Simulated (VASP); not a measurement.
Set up this calculation in VASP 6.6.1, as the native input.

| Quantity | Value |
| --- | --- |
| Task | relaxation of cell and atoms |
| Functional | PBEsol |
| Potentials or basis | VASP PAW PBE potentials, release 64 (In_d, P) |
| Cutoff | 600 eV |
| k mesh | 8 × 8 × 8 |
| Occupations | gaussian, width 0.03 eV |
| Spin | no spin polarisation |
| Further INCAR settings | ALGO = Normal; EDIFF = 1e-06; IBRION = 2; EDIFFG = -0.01; NSW = 90; ISIF = 3 |

The structure of InP lies in POSCAR:

```
InP
1.0
    0.0000000000      2.9305000000      2.9305000000
    2.9305000000      0.0000000000      2.9305000000
    2.9305000000      2.9305000000      0.0000000000
In P
1 1
Direct
    0.0000000000      0.0000000000      0.0000000000
    0.2500000000      0.2500000000      0.2500000000
```

These files were run (other wordings do the same):

INCAR

```
SYSTEM = InP
ALGO = Normal
EDIFF = 1E-6
EDIFFG = -0.01
ENCUT = 600
GGA = PS
IBRION = 2
ISIF = 3
ISMEAR = 0
KPAR = 4
LASPH = .True.
LCHARG = .False.
LREAL = .False.
LWAVE = .False.
NELM = 80
NSW = 90
PREC = Accurate
SIGMA = 0.03
```

KPOINTS

```
k-points
0
Gamma
  8 8 8
  0 0 0
```

Potentials or basis: VASP PAW PBE potentials, release 64 (In_d, P).

Run with:

```sh
$ cat potpaw_PBE.64/In_d/POTCAR potpaw_PBE.64/P/POTCAR > POTCAR
$ mpirun -np 4 vasp_std > vasp.out
```

Results of the run:

* Relaxed volume: 25.39 Å³/atom
* Relaxed cell: a = 4.157 Å, b = 4.157 Å, c = 4.157 Å, α = 60.00°, β = 60.00°, γ = 60.00°
* Space group after relaxing (to 0.05 Å): F-43m (No. 216)
* Energy gained by relaxing: 0.4 meV/atom
* Ionic steps: 3
* Pressure after relaxing: 0.0 GPa
* Band gap on the k mesh: 0.57 eV, direct

Caveat: the PAW data sets were made with another functional, which shifts forces and pressure a little; spin-orbit coupling is left out, which moves the levels of the heavy elements.

Run time: 24 s on 4 MPI ranks on Intel(R) Xeon(R) Platinum 8488C (Sapphire Rapids), with other jobs on the host, peak memory 0.23 GiB a rank.
